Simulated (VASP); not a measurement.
# Ga (Cmce) in VASP: notebook, part 2 of 2

VASP 6.6.1. The steps go on from the part before.

## Step 5: Relaxation of cell and atoms, r2SCAN

This run uses another cell than the first one, of 19.19 Å³/atom, 0.979 times its volume.

The input, INCAR:

```
SYSTEM = Ga
PREC = Accurate
ENCUT = 600
EDIFF = 1E-7
ISMEAR = 1
SIGMA = 0.1
LREAL = .False.
LASPH = .True.
NELM = 80
ALGO = Normal
ISIF = 3
LWAVE = .False.
LCHARG = .False.
METAGGA = R2SCAN
LMIXTAU = .True.
IBRION = 2
NSW = 90
EDIFFG = -0.005
KPAR = 2
```

The input, KPOINTS:

```
Automatic mesh
0
Gamma
  12 12 10
  0 0 0
```

The input, POSCAR:

```
Ga                                      
1.0
    2.2407310593     -3.7986530604     -0.0000000000
    2.2407310593      3.7986530604      0.0000000000
    0.0000000000     -0.0000000000      4.5092123489
  Ga            
     4
Direct
     0.8441550912510248    0.1558449087489753    0.0848776138010704
     0.6558449087489752    0.3441550912510247    0.5848776138010704
     0.1558449087489753    0.8441550912510248    0.9151223861989296
     0.3441550912510247    0.6558449087489752    0.4151223861989295
```

Potentials or basis: VASP PAW PBE potentials, release 64 (Ga_d).

Started as:

```console
cat potpaw_PBE.64/Ga_d/POTCAR > POTCAR
mpirun -np 2 vasp_std > vasp.out
```

OUTCAR:

```text
SYSTEM = Ga
   PREC = Accurate
   ENCUT = 600
   EDIFF = 1E-7
   ISMEAR = 1
   LREAL = .False.
   LASPH = .True.
   NELM = 80
   ISIF = 3
   METAGGA = R2SCAN
   IBRION = 2
   NSW = 90
   EDIFFG = -0.005

 ion  position               nearest neighbor table
   1  0.844  0.156  0.085-   3 2.49   2 2.67   2 2.67   4 2.69   4 2.69   3 2.77   3 2.77
   2  0.656  0.344  0.585-   4 2.49   1 2.67   1 2.67   3 2.69   3 2.69   4 2.77   4 2.77
   3  0.156  0.844  0.915-   1 2.49   4 2.67   4 2.67   2 2.69   2 2.69   1 2.77   1 2.77
   4  0.344  0.656  0.415-   2 2.49   3 2.67   3 2.67   1 2.69   1 2.69   2 2.77   2 2.77

  LATTYP: Found a base centered orthorhombic cell.
 ALAT       =     4.4814621186
 B/A-ratio  =     1.6952739797
 C/A-ratio  =     1.0061922269

  Lattice vectors:

 A1 = (   2.2407310593,  -3.7986530604,   0.0000000000)
 A2 = (   2.2407310593,   3.7986530604,   0.0000000000)
 A3 = (   0.0000000000,   0.0000000000,   4.5092123489)

Analysis of symmetry for initial positions (statically):
=====================================================================
 Subroutine PRICEL returns:
 Original cell was already a primitive cell.

 Routine SETGRP: Setting up the symmetry group for a
 base centered orthorhombic supercell.

 Subroutine GETGRP returns: Found  8 space group operations
 (whereof  4 operations were pure point group operations)
 out of a pool of  8 trial point group operations.

The static configuration has the point symmetry C_2h.
 The point group associated with its full space group is D_2h.

Analysis of symmetry for dynamics (positions and initial velocities):
=====================================================================
 Subroutine PRICEL returns:
 Original cell was already a primitive cell.

 Routine SETGRP: Setting up the symmetry group for a
 base centered orthorhombic supercell.

 Subroutine GETGRP returns: Found  8 space group operations
 (whereof  4 operations were pure point group operations)
 out of a pool of  8 trial point group operations.

The dynamic configuration has the point symmetry C_2h.
 The point group associated with its full space group is D_2h.

 Subroutine INISYM returns: Found  8 space group operations
 (whereof  4 operations are pure point group operations),
 and found     1 'primitive' translations

----------------------------------------------------------------------------------------

                                     Primitive cell

  volume of cell :      76.7627

  direct lattice vectors                    reciprocal lattice vectors
     2.240731059 -3.798653060  0.000000000     0.223141460 -0.131625603  0.000000000
     2.240731059  3.798653060  0.000000000     0.223141460  0.131625603  0.000000000
     0.000000000  0.000000000  4.509212349     0.000000000  0.000000000  0.221768221

  length of vectors
     4.410288058  4.410288058  4.509212349     0.259070281  0.259070281  0.221768221

  position of ions in fractional coordinates (direct lattice)
     0.844155091  0.155844909  0.084877614
     0.655844909  0.344155091  0.584877614
     0.155844909  0.844155091  0.915122386
     0.344155091  0.655844909  0.415122386

  ion indices of the primitive-cell ions
   primitive index   ion index
                 1           1
                 2           2
[... 57 lines left out ...]
   number of dos      NEDOS =    301   number of ions     NIONS =      4
   total plane-waves  NPLWV =  46656
   dimension x,y,z NGX =    36 NGY =   36 NGZ =   36
   dimension x,y,z NGXF=    72 NGYF=   72 NGZF=   72
   ions per type =               4
   NGX,Y,Z   is equivalent  to a cutoff of  13.57, 13.57, 13.27 a.u.
   NGXF,Y,Z  is equivalent  to a cutoff of  27.14, 27.14, 26.55 a.u.
 SYSTEM =  Ga
   PREC   = accura    normal or accurate (medium, high low for compatibility)
   ISTART =      0    job   : 0-new  1-cont  2-samecut
   ICHARG =      2    charge: 1-file 2-atom 10-const
   ISPIN  =      1    spin polarized calculation?
   LNONCOLLINEAR =      F non collinear calculations
   LSORBIT =      F    spin-orbit coupling
   LASPH  =      T    aspherical Exc in radial PAW
   ENCUT  =  600.0 eV  44.10 Ry    6.64 a.u.   8.81  8.81  9.01*2*pi/ulx,y,z
   NELM   =     80;   NELMIN=  2; NELMDL= -5     # of ELM steps
   EDIFF  = 0.1E-06   stopping-criterion for ELM
   LREAL  =      F    real-space projection
   EDIFFG = -.5E-02   stopping-criterion for IOM
   NSW    =     90    number of steps for IOM
   IBRION =      2    ionic relax: 0-MD 1-quasi-New 2-CG
   NFREE  =      1    steps in history (QN), initial steepest desc. (CG)
   ISIF   =      3    stress and relaxation
   ISYM   =      2    0-nonsym 1-usesym 2-fastsym
   POTIM  = 0.5000    time-step for ionic-motion
   TEBEG  =    0.0;   TEEND  =   0.0 temperature during run
   PSTRESS=    0.0 pullay stress
   NELECT =      52.0000    total number of electrons
   NUPDOWN=      -1.0000    fix difference up-down
   EMIN   =  10.00;   EMAX   =-10.00  energy-range for DOS
   EFERMI =   0.00;   METHOD = LEGACY
   ISMEAR =     1;   SIGMA  =   0.10  broadening in eV -4-tet -1-fermi 0-gaus
   EFERMI_NEDOS =   21; number of points for ismear=-14 and -15
   IALGO  =     38    algorithm
   IMIX   =      4    mixing-type and parameters
     AMIX     =   0.40;   BMIX     =  1.00
     AMIX_MAG =   1.60;   BMIX_MAG =  1.00
  volume/ion in A,a.u.               =      19.19       129.51
  Fermi-wavevector in a.u.,A,eV,Ry     =   1.437781  2.717011 28.126138  2.067213
  Thomas-Fermi vector in A             =   2.556820
   LORBIT       =      0    0 simple, 1 ext, 2 COOP (PROOUT), +10 PAW based schemes
   METAGGA = R2SCAN    functional components
   LHFCALC =     F    Hartree Fock is set to
   AEXX    =    0.0000 exact exchange contribution
   IVDW    =     0    specifies the selected vdW correction
   LEPSILON=     F    determine dielectric tensor
   LRPA    =     F    only Hartree local field effects (RPA)
 conjugate gradient relaxation of ions
 non-spin polarized calculation
 Methfessel and Paxton  Order N= 1 SIGMA  =   0.10
  energy-cutoff  :      600.00
  volume of cell :       76.76
 maximum number of plane-waves:      2590
   NGX = 17   NGY = 17   NGZ = 19

--------------------------------------- Ionic step        1  -------------------------------------------

 number of electron      52.0000016 magnetization

 Free energy of the ion-electron system (eV)
  ---------------------------------------------------
  ext. energy  EPLUGINS =         0.00000000
  ---------------------------------------------------
  free energy    TOTEN  =       -45.77701366 eV

  energy without entropy =      -45.77719616  energy(sigma->0) =      -45.77707449

------------------------ aborting loop because EDIFF is reached ----------------------------------------

  FORCE on cell =-STRESS in cart. coord.  units (eV):
  Direction    XX          YY          ZZ          XY          YZ          ZX
  --------------------------------------------------------------------------------------
  -------------------------------------------------------------------------------------
  Total       -0.0261368      0.0006429      0.0414745      0.0000000      0.0000000      0.0000000
  in kB       -0.5455222      0.0134179      0.8656481      0.0000000      0.0000000      0.0000000
  external PRESSURE =       0.1111813 kB  Pullay stress =       0.0000000 kB
[... 63 lines left out ...]
--------------------------------------- Ionic step        3  -------------------------------------------

 number of electron      52.0000016 magnetization

 Free energy of the ion-electron system (eV)
  ---------------------------------------------------
  ext. energy  EPLUGINS =         0.00000000
  ---------------------------------------------------
  free energy    TOTEN  =       -45.77704531 eV

  energy without entropy =      -45.77721411  energy(sigma->0) =      -45.77710157

 E-fermi :   5.0330     XC(G=0): -11.7646

 val. band max:        5.0294054966   @ k =   0.3333   0.3333   0.0000
 cond. band min:       5.0518745157   @ k =  -0.2500   0.2500   0.4000
 fundamental gap:      0.0224690192
 Fermi energy:         5.0329527842

 k-point     1 :       0.0000    0.0000    0.0000
  band No.  band energies     occupation
      1     -10.6146      2.00000
      2     -10.6045      2.00000
      3     -10.5651      2.00000
      4     -10.5511      2.00000
      5     -10.5333      2.00000
      6     -10.5104      2.00000
[... 805 lines left out ...]
     30       8.6030      0.00000
     31       9.6098      0.00000

 [... further k-points ...]

------------------------ aborting loop because EDIFF is reached ----------------------------------------

  FORCE on cell =-STRESS in cart. coord.  units (eV):
  Direction    XX          YY          ZZ          XY          YZ          ZX
  --------------------------------------------------------------------------------------
  -------------------------------------------------------------------------------------
  Total        0.0051802     -0.0151725      0.0047707      0.0000000      0.0000000      0.0000000
  in kB        0.1080814     -0.3165648      0.0995382      0.0000000      0.0000000      0.0000000
  external PRESSURE =      -0.0363150 kB  Pullay stress =       0.0000000 kB
[... 19 lines left out ...]
  FREE ENERGIE OF THE ION-ELECTRON SYSTEM (eV)
  ---------------------------------------------------
  free  energy   TOTEN  =       -45.7770453062 eV

  energy  without entropy=      -45.7772141058  energy(sigma->0) =      -45.77710157

 reached required accuracy - stopping structural energy minimisation
```

Run time: 18 min. Hardware: 2 MPI ranks of Intel Xeon 6975P-C (Granite Rapids), shared host; peak memory 0.63 GiB.

Results:

```
Free energy                            : -45.7770 eV
Relaxed volume                         : 19.20 Å³/atom
Relaxed cell                           : a = 4.410 Å, b = 4.410 Å, c = 4.513 Å, α = 90.00°, β = 90.00°, γ = 118.96°
Space group after relaxing (to 0.05 Å) : Cmce (No. 64)
Energy gained by relaxing              : 0.0 meV/atom
Ionic steps                            : 3
Pressure after relaxing                : 0.0 GPa
Largest force after relaxing           : 0.003 eV/Å
Band gap on the k mesh                 : none (metal or under the smearing width)
```

Forces in eV/Å, atoms in the order of the input:
```
Ga   0.000 -0.002  0.002
Ga   0.000  0.002  0.002
Ga   0.000  0.002 -0.002
Ga   0.000 -0.002 -0.002
```

Final structure:
```
CELL_PARAMETERS angstrom
2.23943 -3.79871 0.00000
2.23943 3.79871 0.00000
0.00000 0.00000 4.51338
ATOMIC_POSITIONS crystal
Ga 0.84409 0.15591 0.08496
Ga 0.65591 0.34409 0.58496
Ga 0.15591 0.84409 0.91504
Ga 0.34409 0.65591 0.41504
```

Levels at points of the mesh, in eV from the Fermi level:
```csv
k point,band 22,band 23,band 24,band 25,band 26,band 27,band 28,band 29,band 30,band 31
"(0.00, 0.00, 0.00)",-4.38,-3.96,-1.86,-1.55,-0.78,1.02,1.21,1.29,5.60,5.76
"(0.50, 0.00, 0.00)",-9.03,-3.53,-3.53,-1.52,-1.52,0.95,0.95,4.51,4.51,5.75
"(0.50, 0.50, 0.00)",-7.57,-4.17,-3.49,-1.76,-1.66,1.20,1.35,3.76,4.06,4.46
"(0.00, 0.00, 0.50)",-9.70,-0.05,-0.05,0.04,0.04,0.19,0.19,2.26,2.26,4.30
"(0.50, 0.00, 0.50)",-7.50,-6.57,-6.57,-1.62,-1.62,0.78,0.78,7.75,7.75,8.32
"(0.50, 0.50, 0.50)",-7.97,-5.54,-5.54,-1.35,-1.35,-0.82,-0.82,7.19,7.19,8.58
```

Caveat: the PAW data sets were made with another functional, which shifts forces and pressure a little.

## Step 6: Relaxation of cell and atoms, LDA

The input, INCAR:

```
SYSTEM = Ga
  PREC = Accurate
  ENCUT = 600
  EDIFF = 1E-6
  ISMEAR = 1
  SIGMA = 0.1
  LREAL = .FALSE.
  LASPH = .TRUE.
  NELM = 80
  ALGO = Normal
  ISIF = 3
  LWAVE = .FALSE.
  LCHARG = .FALSE.
  IBRION = 2
  NSW = 90
  EDIFFG = -0.01
  KPAR = 2
```

The input, KPOINTS:

```
regular mesh
0
G
  12 12 10
  0 0 0
```

The input, POSCAR:

```
Ga
1.0
    2.2615000000     -3.8305000000      0.0000000000
    2.2615000000      3.8305000000      0.0000000000
    0.0000000000      0.0000000000      4.5240000000
Ga
4
Direct
    0.8451000000      0.1549000000      0.0810000000
    0.6549000000      0.3451000000      0.5810000000
    0.1549000000      0.8451000000      0.9190000000
    0.3451000000      0.6549000000      0.4190000000
```

Potentials or basis: VASP PAW LDA potentials, release 64 (Ga_d).

Started as:

```console
cat potpaw_LDA.64/Ga_d/POTCAR > POTCAR
mpirun -np 2 vasp_std > vasp.out
```

Run time: 11 min. Hardware: 2 MPI ranks of Intel Xeon 6975P-C (Granite Rapids), shared host; peak memory 0.6 GiB.

It converged, with:

| Property | Result |
| --- | --- |
| Free energy | -14.4344 eV |
| Relaxed volume | 18.39 Å³/atom |
| Relaxed cell | a = 4.351 Å, b = 4.351 Å, c = 4.444 Å, α = 90.00°, β = 90.00°, γ = 119.05° |
| Space group after relaxing (to 0.05 Å) | Cmce (No. 64) |
| Energy gained by relaxing | 15.4 meV/atom |
| Ionic steps | 13 |
| Pressure after relaxing | 0.0 GPa |
| Largest force after relaxing | 0.007 eV/Å |
| Band gap on the k mesh | none (metal or under the smearing width) |

Forces on the atoms (eV/Å):
```
Ga   0.000 -0.007  0.002
Ga   0.000  0.007  0.002
Ga   0.000  0.007 -0.002
Ga   0.000 -0.007 -0.002
```

Step by step:
```
step  energy change (eV)  largest force (eV/Å)  pressure (GPa)  volume (Å³)
   1              0.0000                0.1761           -3.63        78.38
   2             -0.0608                0.0315            0.18        73.45
   3             -0.0608                0.0357            0.08        73.60
   4             -0.0608                0.0384           -0.03        73.70
   5             -0.0611                0.0249            0.00        73.72
   6             -0.0613                0.0268           -0.05        73.76
   7             -0.0615                0.0170           -0.04        73.69
   8             -0.0615                0.0156           -0.08        73.68
   9             -0.0615                0.0154           -0.08        73.65
  10             -0.0616                0.0096            0.08        73.49
  11             -0.0616                0.0084            0.19        73.46
  12             -0.0616                0.0102            0.11        73.48
  13             -0.0618                0.0073            0.03        73.55
```

Final structure:
```
Ga
1.0
     2.20674   -3.74996    0.00000
     2.20674    3.74996    0.00000
     0.00000    0.00000    4.44400
Ga
4
Direct
  0.84396 0.15604 0.08405
  0.65604 0.34396 0.58405
  0.15604 0.84396 0.91595
  0.34396 0.65604 0.41595
```

Levels at points of the mesh, in eV from the Fermi level:
| k point | band 22 | band 23 | band 24 | band 25 | band 26 | band 27 | band 28 | band 29 | band 30 | band 31 |
| --- | --- | --- | --- | --- | --- | --- | --- | --- | --- | --- |
| (0.00, 0.00, 0.00) | -4.25 | -3.87 | -1.79 | -1.58 | -0.74 | 0.98 | 1.10 | 1.13 | 5.39 | 5.63 |
| (0.50, 0.00, 0.00) | -8.87 | -3.46 | -3.46 | -1.44 | -1.44 | 0.80 | 0.80 | 4.39 | 4.39 | 5.56 |
| (0.50, 0.50, 0.00) | -7.48 | -4.07 | -3.43 | -1.73 | -1.61 | 1.15 | 1.22 | 3.61 | 3.96 | 4.44 |
| (0.00, 0.00, 0.50) | -9.53 | 0.01 | 0.01 | 0.09 | 0.09 | 0.14 | 0.14 | 2.17 | 2.17 | 4.09 |
| (0.50, 0.00, 0.50) | -7.34 | -6.47 | -6.47 | -1.58 | -1.58 | 0.61 | 0.61 | 7.57 | 7.57 | 8.14 |
| (0.50, 0.50, 0.50) | -7.80 | -5.49 | -5.49 | -1.32 | -1.32 | -0.89 | -0.89 | 6.98 | 6.98 | 8.35 |

LDA usually gives volumes a few per cent too small. Zero-point motion and thermal expansion aren't in these numbers.

## Step 7: The runs side by side

```csv
level,potentials or basis,gap on the mesh (eV),pressure (GPa),relaxed volume (Å³/atom)
PBE,"VASP PAW PBE potentials, release 64 (Ga_d)",none,0.0,-
r2SCAN,"VASP PAW PBE potentials, release 64 (Ga_d)",none,0.0,19.20
LDA,"VASP PAW LDA potentials, release 64 (Ga_d)",none,0.0,18.39
```

Alike in all rows: task relaxation of cell and atoms; no spin polarisation; cell relaxed; k mesh 12 × 12 × 10; cutoff (eV) 600; smearing methfessel-paxton 0.1 eV.

Caveats: the relaxation stopped at its first step, so nothing moved (some runs); the PAW data sets were made with another functional, which shifts forces and pressure a little (some runs).

Total energies depend on the potentials used, so only differences within one code and one set of settings carry meaning.
